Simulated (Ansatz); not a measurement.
# AlN: the cost of one run

Method: DFT PBE+D3(BJ), scalar-relativistic, plane waves, PAW, in Ansatz 0.2.0.

### Step 1. The structure to begin with

Symmetry: P6_3mc, No. 186, hexagonal system. The conventional cell has a = 3.111 Å, b = 3.111 Å, c = 4.978 Å, α = 90.00°, β = 90.00°, γ = 120.00°. Al (site symmetry 3m) is surrounded by 4 N at 1.89 to 1.92 Å. N (site symmetry 3m) is surrounded by 4 Al at 1.89 to 1.92 Å.

Coordinates:

```
Al N
1.0
     3.11100    0.00000    0.00000
    -1.55550    2.69421    0.00000
     0.00000    0.00000    4.97800
Al N
2 2
Cartesian
  0.0000 1.7961 0.0000
  1.5555 0.8981 2.4890
  0.0000 1.7961 1.9165
  1.5555 0.8981 4.4055
```

Source of the structure: the Crystallography Open Database.

(A quick probe on a coarse mesh, which set the mesh and smearing, is not shown.)

### Step 3. Relaxing cell and atoms

input.yaml reads:

```yaml
crystal:
  lattice:
    - [3.1110021516, 0.0, 0.0]
    - [-1.5555010758, 2.6942068945, 0.0]
    - [0.0, 0.0, 4.978]
  atoms:
    - { symbol: Al, position: [0.3333333333, 0.6666666667, 0.0] }
    - { symbol: Al, position: [0.6666666667, 0.3333333333, 0.5] }
    - { symbol: "N", position: [0.3333333333, 0.6666666667, 0.385] }
    - { symbol: "N", position: [0.6666666667, 0.3333333333, 0.885] }
basis:
  ecutwfc: 420
kpoints:
  mp_grid: { grid: [12, 12, 6] }
hamiltonian:
  xc: pbe
  dispersion: d3bj
scf:
  occupations: { method: gaussian, width: 0.02 }
output:
  forces: true
  stress: true
  eigenvalues: true
relax:
  adjacent_minimum: "off"
  f_tol: 0.005
  max_steps: 80
  cell: { stress_tol: 0.05 }
```

Launch:

```bash
ansatz run input.yaml --threads 4 --pin off --max-ram 10240MiB --backend cpu --events-out ev --progress --plain --runs-dir out
```

What time and memory should one allow on 4 threads of Intel Xeon Platinum 8488C (Sapphire Rapids), shared host?

About 5.2 s, with a peak of 0.45 GiB.
